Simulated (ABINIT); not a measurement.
Wanted: the native input for an ABINIT 10.8.3 (patched build) run.

| Property | Result |
| --- | --- |
| Task | density of states |
| Functional | PBE |
| Dispersion | D3 |
| Potentials or basis | JTH PAW PBE v2.0 |
| Cutoff | 571 eV |
| k mesh | 11 × 11 × 11 |
| Occupations | fermi-dirac, width 0.01 eV |
| Spin | no spin polarisation |
| Hubbard terms | W d U = 4 eV, J = 0.7 eV |
| Start of the occupation matrix | random |
| Double counting (usepawu) | 1 |
| Occupation projector (dmatpuopt) | 1 |
| SCF steps with the typed occupation matrix (usedmatpu) | 5 |
| Most SCF steps | 150 |
| k mesh for the DOS | 15 × 15 × 15 |
| Fine-grid cutoff | 1142.88 eV |
| Exchange and correlation inside the PAW spheres | full angular mesh (pawxcdev 0, this build's default; the released program takes 1) |

Crystal: W.

```xyz
1
Lattice="0.0000 1.9453 1.9453 1.9453 0.0000 1.9453 1.9453 1.9453 0.0000" Properties=species:S:1:pos:R:3 pbc="T T T"
W     0.0000    0.0000    0.0000
```

This isn't the form of W at room conditions, which is bcc.

The cell isn't the ideal one: volume scaled by 0.88.

One way to write it, as run:

run.abi

```
# Datasets: ground state, then fixed potential
ndtset 2

# Pseudopotentials
pp_dirpath "./"
pseudos "W.GGA_PBE-JTH.xml"

# Structure
acell 2.7510929237 2.7510929237 2.7510929237 Angstrom
rprim
     0.0000000000     0.7071067812     0.7071067812
     0.7071067812     0.0000000000     0.7071067812
     0.7071067812     0.7071067812     0.0000000000
ntypat 1
znucl 74
natom 1
typat 1
xcart
     0.0000000000     0.0000000000     0.0000000000
chkprim 0
chksymtnons 0
tolsym 1.0e-6

# Plane-wave basis
ecut 21.0
pawecutdg 42.0

# Exchange and correlation
ixc 11
vdw_xc 6

# Bands and occupations
occopt 3
tsmear 0.00036749

# DFT+U
usepawu 1
lpawu 2
upawu 4.0 eV
jpawu 0.7 eV
dmatpuopt 1
usedmatpu 5
dmatpawu
     0.30000     0.00000     0.00000     0.00000     0.00000
     0.00000     0.30000     0.00000     0.00000     0.00000
     0.00000     0.00000     0.30000     0.00000     0.00000
     0.00000     0.00000     0.00000     0.30000     0.00000
     0.00000     0.00000     0.00000     0.00000     0.3000000000

# Spin
nsym 1

# SCF cycle
nstep 150

# Output
iomode 3
prtwf 0
prteig 0
prtebands 0
prtden1 1

# Dataset 1
kptopt1 2
ngkpt1 11 11 11
nshiftk1 1
shiftk1 0.0 0.0 0.0
nband1 11
tolvrs1 1.0e-9

# Dataset 2: density of states
iscf2 -3
getden2 1
nband2 13
nbdbuf2 2
tolwfr2 1.0e-10
kptopt2 2
ngkpt2 15 15 15
nshiftk2 1
shiftk2 0.0 0.0 0.0
prtdos2 2
dosdeltae2 0.02 eV
```

Potentials or basis: JTH PAW PBE v2.0.

Launch:

```bash
$ abinit run.abi > log 2>&1
```

It gave:

```yaml
Pressure: 41.8 GPa
Band_gap_on_the_k_mesh: none (metal or under the smearing width)
Valence_electrons_inside_the_program's_atomic_spheres: W 11.90 (radii [1.2763] Å)
```

Caveat: the fixed-potential step kept the typed occupation matrix instead of the converged one, so its bands and densities of states are wrong and aren't listed; U without spin polarisation on a metal has little footing; pairwise dispersion overbinds metals, which lowers pressure and volume; the U is typed as a test and isn't derived for this compound.

Wall time 4 min on 1 thread of AMD EPYC 7R13 Processor (Zen 3), on a shared host, peak memory 0.29 GiB.
